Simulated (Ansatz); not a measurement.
Input of an Ansatz 0.2.0 run:

File input.yaml:

```yaml
crystal:
  lattice:
    - [0.0, 2.325, 2.325]
    - [2.325, 0.0, 2.325]
    - [2.325, 2.325, 0.0]
  atoms:
    - { symbol: Hf, position: [0.5, 0.5, 0.5] }
    - { symbol: C, position: [0.0, 0.0, 0.0] }
kpoints:
  mp_grid: { grid: [7, 7, 7] }
scf:
  occupations: { method: fermi_dirac, width: 0.05 }
hamiltonian:
  xc: lda
  pseudopotentials: { kind: all_electron, lapw: { basis_error: 0.001 } }
output:
  forces: true
  stress: true
elastic:
  mode: relaxed_ion
  stencil: two_point
```

Potentials or basis: all-electron LAPW, scalar-relativistic.

Run with:

```bash
$ ansatz run input.yaml --threads 1 --pin off --max-ram 3072MiB --backend cpu --events-out ev --progress --plain --runs-dir out
```

Task: What does it give for the elastic constants C11, C12, C44?

Result: 419, 110, 154 GPa.

Task: Estimate the Voigt bulk modulus.

Result: 213 GPa.

Task: What does it give for the band gap on the k mesh?

Result: None (metal or under the smearing width).

Task: Predict the pressure.

Result: -11.8 GPa.

Elastic tensor in Voigt notation (GPa, in the Cartesian axes of the cell as first typed):
```
419 110 110   0   0   0
110 419 110   0   0   0
110 110 419   0   0   0
  0   0   0 154   0   0
  0   0   0   0 154   0
  0   0   0   0   0 154
```

Caveat: a metal's response needs a denser mesh; the cell is more than 3 GPa from zero pressure, which shifts response properties; elastic constants of metals need much finer meshes, so these are rough. The run has no spin-orbit coupling, so splittings on Hf are missing.
